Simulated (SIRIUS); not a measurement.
# SiNi (Pmmn) in SIRIUS: settings compared, part 2 of 2

SIRIUS 7.12.0. Earlier steps stand in the parts before.

**5. Overview**

```tsv
level	gap on the mesh (eV)	moment (μB)	largest force (eV/Å)
PBEsol	none	0.00	0.08
WC	none	0.00	0.10
AM05	none	0.00	0.09
```

Alike in all rows: task single point; potentials or basis all-electron FP-LAPW, apw+lo standard; spin collinear, ferromagnetic start; cell as given; k mesh 4 × 4 × 3; cutoff (eV) 213; smearing fermi-dirac 0.05 eV; the mesh is coarse, so values aren't converged.

Caveats: all runs use coarse meshes.

Compare energies only between runs with the same functional and basis.
